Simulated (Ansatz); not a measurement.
**Chromium, bcc under PBE: how the plane-wave cutoff moves the result**

Aim: find which plane-wave cutoff is enough for energy and pressure. The geometry was relaxed under PBE beforehand and stays fixed; 9 values are run, from 150 to 800 eV. Wanted are the values from which on the energy stays within 10 and 1 meV/atom, and the pressure within 0.5 GPa, of the last run. Within the series other settings stay, but some runs also write fields, which adds to their time. Spin polarisation is left out.

Method: DFT PBE, plane waves with PAW, scalar-relativistic, in Ansatz 0.2.0.

## 1. The structure to begin with

It takes space group Im-3m (No. 229, cubic). The conventional cell has a = 2.849 Å, b = 2.849 Å, c = 2.849 Å, α = 90.00°, β = 90.00°, γ = 90.00°. Around Cr (site symmetry m-3m) lie 8 Cr at 2.47 Å.

As a file:

```
CELL_PARAMETERS angstrom
-1.42432 1.42432 1.42432
1.42432 -1.42432 1.42432
1.42432 1.42432 -1.42432
ATOMIC_POSITIONS crystal
Cr 0.00000 0.00000 0.00000
```

## 2. A run at the usual settings, for scale

input.yaml

```yaml
crystal:
  lattice:
    - [-1.4243177237, 1.4243177237, 1.4243177237]
    - [1.4243177237, -1.4243177237, 1.4243177237]
    - [1.4243177237, 1.4243177237, -1.4243177237]
  atoms:
    - { symbol: Cr, position: [0.0, 0.0, 0.0] }
hamiltonian:
  xc: pbe
  pseudopotentials:
    kind: paw
    azcp:
      Cr: "pseudopotentials/Cr.paw.azcp"
basis:
  ecutwfc: 420
  fft_grid_basis: typed
kpoints:
  mp_grid: { grid: [25, 25, 25], shift: [0, 0, 0] }
magnetization:
  spin_polarized: false
scf:
  occupations: { method: fermi_dirac, width: 0.1 }
  lower_state_search: "off"
output:
  stress: true
```

Command:

```console
$ ansatz run input.yaml --threads 1 --pin off --max-ram 3584MiB --backend cpu --events-out ev --progress --plain --runs-dir out
```

Standard output, shortened:

```text
[...]
Pseudopotentials: kind: paw
Pseudopotential: Cr, paw, valence charge 14, recommended cutoff 420 eV (normal), <dir>
Functional definition: PBE
[...]
Crystal: 1 atoms, lattice volume = 11.558 Å³
Basis set: ecut = 420 eV, 225 PW (Γ)
Bands: 11, of which v1, the nominal top of the filled ones, is band 7 counted from 1 (6 counted from 0)
Symmetry: 48 space group operations
Space group: Im-3m (ITA 229), of the structure as read, at distance tolerance 2.3e-5 Å
k-points: 455 of 15625
[...]
SCF iter   1: F=—  HF=-3377.747135 eV  |F-HF|=—  |Δ(HF+E_count)|=         —  Δρ=2.57e-3  dr2=1.07e-4  ethr=1.77e-3  ⟨swp⟩=4.0  Hψ=24619  notcnv=0
[...]
SCF iter   6: F=-3377.747640 eV  HF=-3377.747640 eV  |F-HF|=3.26e-10  |Δ(HF+E_count)|=  8.04e-10  Δρ=2.65e-6  dr2=5.29e-10  ethr=6.50e-11  ⟨swp⟩=1.9  Hψ=13717  notcnv=0
[...]
SCF converged after 6 iterations
Free energy (F): -3377.747640 eV
[...]
E sigma→0 (E₀):  -3377.735337 eV
Entropy (-TS):   -0.024605 eV (-24.605 meV/atom)
Fermi energy:    19.437329 eV
[...]
--- Stress (GPa, compression-positive) ---
       -0.020324       0.000000       0.000000
       -0.000000      -0.020324      -0.000000
        0.000000       0.000000      -0.020324
  P = ⅓ Tr σ = -0.0203 GPa (-0.203 kbar)
```

Wall time 4.9 s (1 thread of Intel Xeon Platinum 8259CL at 2.50GHz (Skylake/Cascade Lake), shared host); peak memory 0.53 GiB.

## 3. With a cutoff of 150 eV

The run at 150 eV.

Changes to input.yaml since step 2:

```diff
@@ -14,6 +14,6 @@
 basis:
-  ecutwfc: 420
+  ecutwfc: 150
   fft_grid_basis: typed
 kpoints:
-  mp_grid: { grid: [25, 25, 25], shift: [0, 0, 0] }
+  mp_grid: { grid: [15, 15, 15], shift: [0, 0, 0] }
 magnetization:
```

Command:

```console
$ ansatz run input.yaml --threads 1 --pin off --max-ram 3584MiB --backend cpu --events-out ev --progress --plain --runs-dir out
```

Standard output, shortened:

```text
Warning: basis.ecutwfc = 150 eV is below the records' recommended 420 eV, and the density's cutoff is lower with it unless basis.ecutrho_ratio is high enough to keep the records' density cutoff: compare with a run at a higher cutoff
Warning: basis.ecutrho_ratio 4 (ecutrho = 600 eV, dense FFT grid 10×10×10): the grid does not resolve the core-correction charge of Cr (measure 0.28 e/Å^2.5); warned from 0.08. The energy and each atom's force then go with where the atoms sit on the grid: on a 12-atom cubic HfO2 cell [...]
Pseudopotentials: kind: paw
Pseudopotential: Cr, paw, valence charge 14, recommended cutoff 420 eV (normal), <dir>
Functional definition: PBE
[...]
Crystal: 1 atoms, lattice volume = 11.558 Å³
Basis set: ecut = 150 eV, 55 PW (Γ)
Bands: 11, of which v1, the nominal top of the filled ones, is band 7 counted from 1 (6 counted from 0)
Symmetry: 48 space group operations
Space group: Im-3m (ITA 229), of the structure as read, at distance tolerance 2.3e-5 Å
k-points: 120 of 3375
[...]
SCF iter   1: F=—  HF=-3351.973037 eV  |F-HF|=—  |Δ(HF+E_count)|=         —  Δρ=4.61e-1  dr2=1.30e1  ethr=1.77e-3  ⟨swp⟩=2.9  Hψ=5481  notcnv=0
[...]
SCF iter   7: F=-3343.423686 eV  HF=-3343.423686 eV  |F-HF|=1.27e-11  |Δ(HF+E_count)|=   1.96e-9  Δρ=6.12e-7  dr2=2.27e-11  ethr=1.10e-10  ⟨swp⟩=1.2  Hψ=3699  notcnv=0
[...]
SCF converged after 7 iterations
Free energy (F): -3343.423686 eV
[...]
E sigma→0 (E₀):  -3343.410070 eV
Entropy (-TS):   -0.027231 eV (-27.231 meV/atom)
Fermi energy:    19.314251 eV
[...]
--- Stress (GPa, compression-positive) ---
      -68.493822       0.000000       0.000000
        0.000000     -68.493822       0.000000
        0.000000      -0.000000     -68.493822
  P = ⅓ Tr σ = -68.4938 GPa (-684.938 kbar)
```

Run time: 0.91 s. Hardware: 1 thread of Intel Xeon Platinum 8259CL at 2.50GHz (Skylake/Cascade Lake), shared host; peak memory 0.44 GiB.

## 4. With a cutoff of 200 eV

The run at 200 eV.

Changes to input.yaml since step 3:

```diff
@@ -14,3 +14,3 @@
 basis:
-  ecutwfc: 150
+  ecutwfc: 200
   fft_grid_basis: typed
```

Command:

```console
$ ansatz run input.yaml --threads 1 --pin off --max-ram 3584MiB --backend cpu --events-out ev --progress --plain --runs-dir out
```

Standard output, shortened:

```text
Warning: basis.ecutwfc = 200 eV is below the records' recommended 420 eV, and the density's cutoff is lower with it unless basis.ecutrho_ratio is high enough to keep the records' density cutoff: compare with a run at a higher cutoff
[...]
Pseudopotentials: kind: paw
Pseudopotential: Cr, paw, valence charge 14, recommended cutoff 420 eV (normal), <dir>
Functional definition: PBE
[...]
Crystal: 1 atoms, lattice volume = 11.558 Å³
Basis set: ecut = 200 eV, 79 PW (Γ)
Bands: 11, of which v1, the nominal top of the filled ones, is band 7 counted from 1 (6 counted from 0)
Symmetry: 48 space group operations
Space group: Im-3m (ITA 229), of the structure as read, at distance tolerance 2.3e-5 Å
k-points: 120 of 3375
[...]
SCF iter   1: F=—  HF=-3370.658550 eV  |F-HF|=—  |Δ(HF+E_count)|=         —  Δρ=1.75e-1  dr2=1.84e0  ethr=1.77e-3  ⟨swp⟩=2.9  Hψ=6016  notcnv=0
[...]
SCF iter   7: F=-3369.250694 eV  HF=-3369.250694 eV  |F-HF|=1.18e-11  |Δ(HF+E_count)|=   1.03e-9  Δρ=4.93e-7  dr2=1.62e-11  ethr=4.07e-11  ⟨swp⟩=1.0  Hψ=3911  notcnv=0
[...]
SCF converged after 7 iterations
Free energy (F): -3369.250694 eV
[...]
E sigma→0 (E₀):  -3369.232016 eV
Entropy (-TS):   -0.037356 eV (-37.356 meV/atom)
Fermi energy:    18.854080 eV
[...]
--- Stress (GPa, compression-positive) ---
      -35.753274       0.000000       0.000000
        0.000000     -35.753274      -0.000000
        0.000000      -0.000000     -35.753274
  P = ⅓ Tr σ = -35.7533 GPa (-357.533 kbar)
```

Wall time 0.98 s (1 thread of Intel Xeon Platinum 8259CL at 2.50GHz (Skylake/Cascade Lake), shared host); peak memory 0.45 GiB.

## 5. With a cutoff of 250 eV

The run at 250 eV.

Changes to input.yaml since step 4:

```diff
@@ -14,3 +14,3 @@
 basis:
-  ecutwfc: 200
+  ecutwfc: 250
   fft_grid_basis: typed
@@ -25 +25,5 @@
   stress: true
+  write_density: true
+  write_potential: true
+  elf: true
+  volumetric_format: npy
```

Command:

```console
$ ansatz run input.yaml --threads 1 --pin off --max-ram 3584MiB --backend cpu --events-out ev --progress --plain --runs-dir out
```

Standard output, shortened:

```text
Warning: basis.ecutwfc = 250 eV is below the records' recommended 420 eV, and the density's cutoff is lower with it unless basis.ecutrho_ratio is high enough to keep the records' density cutoff: compare with a run at a higher cutoff
[...]
Pseudopotentials: kind: paw
Pseudopotential: Cr, paw, valence charge 14, recommended cutoff 420 eV (normal), <dir>
Functional definition: PBE
[...]
Crystal: 1 atoms, lattice volume = 11.558 Å³
Basis set: ecut = 250 eV, 87 PW (Γ)
Bands: 11, of which v1, the nominal top of the filled ones, is band 7 counted from 1 (6 counted from 0)
Symmetry: 48 space group operations
Space group: Im-3m (ITA 229), of the structure as read, at distance tolerance 2.3e-5 Å
k-points: 120 of 3375
[...]
SCF iter   1: F=—  HF=-3376.159943 eV  |F-HF|=—  |Δ(HF+E_count)|=         —  Δρ=4.60e-2  dr2=1.23e-1  ethr=1.77e-3  ⟨swp⟩=3.2  Hψ=6052  notcnv=0
[...]
SCF iter   6: F=-3376.017714 eV  HF=-3376.017714 eV  |F-HF|=2.73e-12  |Δ(HF+E_count)|=   1.85e-7  Δρ=4.36e-6  dr2=6.44e-10  ethr=7.14e-10  ⟨swp⟩=4.6  Hψ=6230  notcnv=0
[...]
SCF converged after 6 iterations
Free energy (F): -3376.017714 eV
[...]
E sigma→0 (E₀):  -3376.004608 eV
Entropy (-TS):   -0.026213 eV (-26.213 meV/atom)
Fermi energy:    19.253683 eV
[...]
--- Stress (GPa, compression-positive) ---
        3.630883      -0.000000       0.000000
       -0.000000       3.630883       0.000000
       -0.000000       0.000000       3.630883
  P = ⅓ Tr σ = 3.6309 GPa (36.309 kbar)
--- Band table (eV; the first three rows and the last of 120) ---
  k-point 0: bands = ["-53.3184", "-23.8838", "-23.8838", "-23.8838", "11.4839", "18.7438", "18.7438", "18.7438", "20.6203", "20.6203", "41.7192"]
[...]
```

Run time: 1.8 s. Hardware: 1 thread of Intel Xeon Platinum 8259CL at 2.50GHz (Skylake/Cascade Lake), shared host; peak memory 0.46 GiB.

## 6. With a cutoff of 300 eV

The run at 300 eV.

Changes to input.yaml since step 5:

```diff
@@ -14,3 +14,3 @@
 basis:
-  ecutwfc: 250
+  ecutwfc: 300
   fft_grid_basis: typed
@@ -25,5 +25 @@
   stress: true
-  write_density: true
-  write_potential: true
-  elf: true
-  volumetric_format: npy
```

Command:

```console
$ ansatz run input.yaml --threads 1 --pin off --max-ram 3584MiB --backend cpu --events-out ev --progress --plain --runs-dir out
```

Standard output, shortened:

```text
Warning: basis.ecutwfc = 300 eV is below the records' recommended 420 eV, and the density's cutoff is lower with it unless basis.ecutrho_ratio is high enough to keep the records' density cutoff: compare with a run at a higher cutoff
[...]
Pseudopotentials: kind: paw
Pseudopotential: Cr, paw, valence charge 14, recommended cutoff 420 eV (normal), <dir>
Functional definition: PBE
[...]
Crystal: 1 atoms, lattice volume = 11.558 Å³
Basis set: ecut = 300 eV, 141 PW (Γ)
Bands: 11, of which v1, the nominal top of the filled ones, is band 7 counted from 1 (6 counted from 0)
Symmetry: 48 space group operations
Space group: Im-3m (ITA 229), of the structure as read, at distance tolerance 2.3e-5 Å
k-points: 120 of 3375
[...]
SCF iter   1: F=—  HF=-3377.513592 eV  |F-HF|=—  |Δ(HF+E_count)|=         —  Δρ=6.68e-3  dr2=1.60e-3  ethr=1.77e-3  ⟨swp⟩=3.7  Hψ=6302  notcnv=0
[...]
SCF iter   6: F=-3377.507744 eV  HF=-3377.507744 eV  |F-HF|=1.64e-11  |Δ(HF+E_count)|=   3.27e-9  Δρ=9.43e-7  dr2=2.92e-11  ethr=1.97e-10  ⟨swp⟩=1.6  Hψ=4072  notcnv=0
[...]
SCF converged after 6 iterations
Free energy (F): -3377.507744 eV
[...]
E sigma→0 (E₀):  -3377.493959 eV
Entropy (-TS):   -0.027568 eV (-27.568 meV/atom)
Fermi energy:    19.391205 eV
[...]
--- Stress (GPa, compression-positive) ---
        0.741511       0.000000       0.000000
        0.000000       0.741511      -0.000000
       -0.000000       0.000000       0.741511
  P = ⅓ Tr σ = 0.7415 GPa (7.415 kbar)
```

Run time: 1.1 s. Hardware: 1 thread of Intel Xeon Platinum 8259CL at 2.50GHz (Skylake/Cascade Lake), shared host; peak memory 0.45 GiB.

## 7. With a cutoff of 350 eV

The run at 350 eV.

Changes to input.yaml since step 6:

```diff
@@ -14,3 +14,3 @@
 basis:
-  ecutwfc: 300
+  ecutwfc: 350
   fft_grid_basis: typed
@@ -25 +25,5 @@
   stress: true
+  write_density: true
+  write_potential: true
+  elf: true
+  volumetric_format: npy
```

Command:

```console
$ ansatz run input.yaml --threads 1 --pin off --max-ram 3584MiB --backend cpu --events-out ev --progress --plain --runs-dir out
```

Standard output, shortened:

```text
Warning: basis.ecutwfc = 350 eV is below the records' recommended 420 eV, and the density's cutoff is lower with it unless basis.ecutrho_ratio is high enough to keep the records' density cutoff: compare with a run at a higher cutoff
[...]
Pseudopotentials: kind: paw
Pseudopotential: Cr, paw, valence charge 14, recommended cutoff 420 eV (normal), <dir>
Functional definition: PBE
[...]
Crystal: 1 atoms, lattice volume = 11.558 Å³
Basis set: ecut = 350 eV, 177 PW (Γ)
Bands: 11, of which v1, the nominal top of the filled ones, is band 7 counted from 1 (6 counted from 0)
Symmetry: 48 space group operations
Space group: Im-3m (ITA 229), of the structure as read, at distance tolerance 2.3e-5 Å
k-points: 120 of 3375
[...]
SCF iter   1: F=—  HF=-3377.722978 eV  |F-HF|=—  |Δ(HF+E_count)|=         —  Δρ=2.43e-3  dr2=1.29e-4  ethr=1.77e-3  ⟨swp⟩=4.0  Hψ=6377  notcnv=0
[...]
SCF iter   6: F=-3377.723138 eV  HF=-3377.723138 eV  |F-HF|=6.37e-12  |Δ(HF+E_count)|=  4.46e-10  Δρ=8.46e-7  dr2=1.98e-11  ethr=4.68e-11  ⟨swp⟩=3.9  Hψ=5836  notcnv=0
[...]
SCF converged after 6 iterations
Free energy (F): -3377.723138 eV
[...]
E sigma→0 (E₀):  -3377.709140 eV
Entropy (-TS):   -0.027996 eV (-27.996 meV/atom)
Fermi energy:    19.424337 eV
[...]
--- Stress (GPa, compression-positive) ---
       -0.092906       0.000000       0.000000
       -0.000000      -0.092906      -0.000000
       -0.000000      -0.000000      -0.092906
  P = ⅓ Tr σ = -0.0929 GPa (-0.929 kbar)
--- Band table (eV; the first three rows and the last of 120) ---
  k-point 0: bands = ["-52.4766", "-23.2528", "-23.2528", "-23.2528", "11.5300", "18.5167", "18.5167", "18.5167", "20.5841", "20.5841", "41.7046"]
[...]
```

Run time: 2 s. Hardware: 1 thread of Intel Xeon Platinum 8259CL at 2.50GHz (Skylake/Cascade Lake), shared host; peak memory 0.46 GiB.

## 8. With a cutoff of 420 eV

The run at 420 eV.

Changes to input.yaml since step 7:

```diff
@@ -14,3 +14,3 @@
 basis:
-  ecutwfc: 350
+  ecutwfc: 420
   fft_grid_basis: typed
```

Command:

```console
$ ansatz run input.yaml --threads 1 --pin off --max-ram 3584MiB --backend cpu --events-out ev --progress --plain --runs-dir out
```

Standard output, shortened:

```text
[...]
Pseudopotentials: kind: paw
Pseudopotential: Cr, paw, valence charge 14, recommended cutoff 420 eV (normal), <dir>
Functional definition: PBE
[...]
Crystal: 1 atoms, lattice volume = 11.558 Å³
Basis set: ecut = 420 eV, 225 PW (Γ)
Bands: 11, of which v1, the nominal top of the filled ones, is band 7 counted from 1 (6 counted from 0)
Symmetry: 48 space group operations
Space group: Im-3m (ITA 229), of the structure as read, at distance tolerance 2.3e-5 Å
k-points: 120 of 3375
[...]
SCF iter   1: F=—  HF=-3377.744496 eV  |F-HF|=—  |Δ(HF+E_count)|=         —  Δρ=2.53e-3  dr2=1.65e-4  ethr=1.77e-3  ⟨swp⟩=4.0  Hψ=6496  notcnv=0
[...]
SCF iter   6: F=-3377.744961 eV  HF=-3377.744961 eV  |F-HF|=3.23e-11  |Δ(HF+E_count)|=   1.06e-9  Δρ=1.65e-6  dr2=1.50e-10  ethr=2.46e-11  ⟨swp⟩=3.9  Hψ=5344  notcnv=0
[...]
SCF converged after 6 iterations
Free energy (F): -3377.744961 eV
[...]
E sigma→0 (E₀):  -3377.731006 eV
Entropy (-TS):   -0.027909 eV (-27.909 meV/atom)
Fermi energy:    19.430893 eV
[...]
--- Stress (GPa, compression-positive) ---
        0.003331       0.000000       0.000000
        0.000000       0.003331      -0.000000
       -0.000000      -0.000000       0.003331
  P = ⅓ Tr σ = 0.0033 GPa (0.033 kbar)
--- Band table (eV; the first three rows and the last of 120) ---
  k-point 0: bands = ["-52.4542", "-23.2330", "-23.2330", "-23.2330", "11.5336", "18.5282", "18.5282", "18.5282", "20.5947", "20.5947", "41.7071"]
[...]
```

Wall time 2 s (1 thread of Intel Xeon Platinum 8259CL at 2.50GHz (Skylake/Cascade Lake), shared host); peak memory 0.47 GiB.

## 9. With a cutoff of 500 eV

The run at 500 eV.

Changes to input.yaml since step 8:

```diff
@@ -14,3 +14,3 @@
 basis:
-  ecutwfc: 420
+  ecutwfc: 500
   fft_grid_basis: typed
@@ -25,5 +25 @@
   stress: true
-  write_density: true
-  write_potential: true
-  elf: true
-  volumetric_format: npy
```

Command:

```console
$ ansatz run input.yaml --threads 1 --pin off --max-ram 3584MiB --backend cpu --events-out ev --progress --plain --runs-dir out
```

Standard output, shortened:

```text
[...]
Pseudopotentials: kind: paw
Pseudopotential: Cr, paw, valence charge 14, recommended cutoff 420 eV (normal), <dir>
Functional definition: PBE
[...]
Crystal: 1 atoms, lattice volume = 11.558 Å³
Basis set: ecut = 500 eV, 321 PW (Γ)
Bands: 11, of which v1, the nominal top of the filled ones, is band 7 counted from 1 (6 counted from 0)
Symmetry: 48 space group operations
Space group: Im-3m (ITA 229), of the structure as read, at distance tolerance 2.3e-5 Å
k-points: 120 of 3375
[...]
SCF iter   1: F=—  HF=-3377.746073 eV  |F-HF|=—  |Δ(HF+E_count)|=         —  Δρ=2.92e-3  dr2=1.84e-4  ethr=1.77e-3  ⟨swp⟩=4.0  Hψ=6472  notcnv=0
[...]
SCF iter   6: F=-3377.746831 eV  HF=-3377.746831 eV  |F-HF|=3.64e-12  |Δ(HF+E_count)|=  6.73e-11  Δρ=7.10e-7  dr2=1.76e-11  ethr=8.40e-12  ⟨swp⟩=1.0  Hψ=4085  notcnv=0
[...]
SCF converged after 6 iterations
Free energy (F): -3377.746831 eV
[...]
E sigma→0 (E₀):  -3377.732877 eV
Entropy (-TS):   -0.027909 eV (-27.909 meV/atom)
Fermi energy:    19.428813 eV
[...]
--- Stress (GPa, compression-positive) ---
       -0.051639       0.000000      -0.000000
        0.000000      -0.051639      -0.000000
        0.000000       0.000000      -0.051639
  P = ⅓ Tr σ = -0.0516 GPa (-0.516 kbar)
```

Run time: 2.1 s. Hardware: 1 thread of Intel Xeon Platinum 8259CL at 2.50GHz (Skylake/Cascade Lake), shared host; peak memory 0.47 GiB.

## 10. With a cutoff of 600 eV

The run at 600 eV.

Changes to input.yaml since step 9:

```diff
@@ -14,3 +14,3 @@
 basis:
-  ecutwfc: 500
+  ecutwfc: 600
   fft_grid_basis: typed
```

Command:

```console
$ ansatz run input.yaml --threads 1 --pin off --max-ram 3584MiB --backend cpu --events-out ev --progress --plain --runs-dir out
```

Standard output, shortened:

```text
[...]
Pseudopotentials: kind: paw
Pseudopotential: Cr, paw, valence charge 14, recommended cutoff 420 eV (normal), <dir>
Functional definition: PBE
[...]
Crystal: 1 atoms, lattice volume = 11.558 Å³
Basis set: ecut = 600 eV, 381 PW (Γ)
Bands: 11, of which v1, the nominal top of the filled ones, is band 7 counted from 1 (6 counted from 0)
Symmetry: 48 space group operations
Space group: Im-3m (ITA 229), of the structure as read, at distance tolerance 2.3e-5 Å
k-points: 120 of 3375
[...]
SCF iter   1: F=—  HF=-3377.747416 eV  |F-HF|=—  |Δ(HF+E_count)|=         —  Δρ=3.40e-3  dr2=2.08e-4  ethr=1.77e-3  ⟨swp⟩=4.0  Hψ=6467  notcnv=0
[...]
SCF iter   6: F=-3377.748076 eV  HF=-3377.748076 eV  |F-HF|=1.18e-11  |Δ(HF+E_count)|=  1.11e-10  Δρ=9.85e-7  dr2=4.11e-11  ethr=2.24e-11  ⟨swp⟩=1.8  Hψ=3920  notcnv=0
[...]
SCF converged after 6 iterations
Free energy (F): -3377.748076 eV
[...]
E sigma→0 (E₀):  -3377.734122 eV
Entropy (-TS):   -0.027909 eV (-27.909 meV/atom)
Fermi energy:    19.427868 eV
[...]
--- Stress (GPa, compression-positive) ---
       -0.077373      -0.000000       0.000000
        0.000000      -0.077373      -0.000000
        0.000000      -0.000000      -0.077373
  P = ⅓ Tr σ = -0.0774 GPa (-0.774 kbar)
```

It took 1.9 s on 1 thread of Intel Xeon Platinum 8259CL at 2.50GHz (Skylake/Cascade Lake), shared host; peak memory 0.49 GiB.

## 11. With a cutoff of 800 eV

The run at 800 eV.

Changes to input.yaml since step 10:

```diff
@@ -14,3 +14,3 @@
 basis:
-  ecutwfc: 600
+  ecutwfc: 800
   fft_grid_basis: typed
```

Command:

```console
$ ansatz run input.yaml --threads 1 --pin off --max-ram 3584MiB --backend cpu --events-out ev --progress --plain --runs-dir out
```

Standard output, shortened:

```text
[...]
Pseudopotentials: kind: paw
Pseudopotential: Cr, paw, valence charge 14, recommended cutoff 420 eV (normal), <dir>
Functional definition: PBE
[...]
Crystal: 1 atoms, lattice volume = 11.558 Å³
Basis set: ecut = 800 eV, 603 PW (Γ)
Bands: 11, of which v1, the nominal top of the filled ones, is band 7 counted from 1 (6 counted from 0)
Symmetry: 48 space group operations
Space group: Im-3m (ITA 229), of the structure as read, at distance tolerance 2.3e-5 Å
k-points: 120 of 3375
[...]
SCF iter   1: F=—  HF=-3377.747791 eV  |F-HF|=—  |Δ(HF+E_count)|=         —  Δρ=3.51e-3  dr2=2.08e-4  ethr=1.77e-3  ⟨swp⟩=3.9  Hψ=6466  notcnv=0
[...]
SCF iter   6: F=-3377.748356 eV  HF=-3377.748356 eV  |F-HF|=1.46e-11  |Δ(HF+E_count)|=  4.94e-10  Δρ=6.98e-7  dr2=1.11e-11  ethr=8.43e-12  ⟨swp⟩=1.1  Hψ=3886  notcnv=0
[...]
SCF converged after 6 iterations
Free energy (F): -3377.748356 eV
[...]
E sigma→0 (E₀):  -3377.734402 eV
Entropy (-TS):   -0.027908 eV (-27.908 meV/atom)
Fermi energy:    19.427833 eV
[...]
--- Stress (GPa, compression-positive) ---
       -0.085138       0.000000      -0.000000
        0.000000      -0.085138       0.000000
       -0.000000      -0.000000      -0.085138
  P = ⅓ Tr σ = -0.0851 GPa (-0.851 kbar)
```

Run time: 2.3 s. Hardware: 1 thread of Intel Xeon Platinum 8259CL at 2.50GHz (Skylake/Cascade Lake), shared host; peak memory 0.5 GiB.

## 12. Convergence table

Differences are taken from the run at 800 eV.

```csv
cutoff (eV),plane waves at Γ,E(σ → 0) (meV/atom),P (GPa),SCF cycles,CPU time
150,55,34324.33,-68.49,7,0.91 s
200,79,8502.39,-35.75,7,0.98 s
250,87,1729.79,3.63,6,1.8 s
300,141,240.44,0.74,6,1.1 s
350,177,25.26,-0.09,6,2 s
420,225,3.40,0.00,6,2 s
500,321,1.53,-0.05,6,2.1 s
600,381,0.28,-0.08,6,1.9 s
800,603,0.00,-0.09,6,2.3 s
```

## 13. Results

| quantity | value |
| --- | --- |
| E(σ → 0) stays within 10 meV/atom of 800 eV | from 420 eV on |
| E(σ → 0) stays within 1 meV/atom | from 600 eV on |
| pressure stays within 0.5 GPa | from 350 eV on |
| pressure at 800 eV | -0.09 GPa |
| CPU time, dearest over cheapest | 2.5 |
| run at the usual settings (mesh 25×25×25 against the series' 15×15×15, 420 eV) | -0.9 meV/atom from 800 eV, -0.02 GPa |

**Reading.** At 150 eV the energy differs by +34324 meV/atom and the pressure by -68.4 GPa. Each step up in cutoff lowers the energy. 1 meV/atom is reached at 600 eV; energy differences often converge earlier, as errors cancel. The cell taken over is 4 % smaller than the measured one (11.99 Å³/atom, COD).
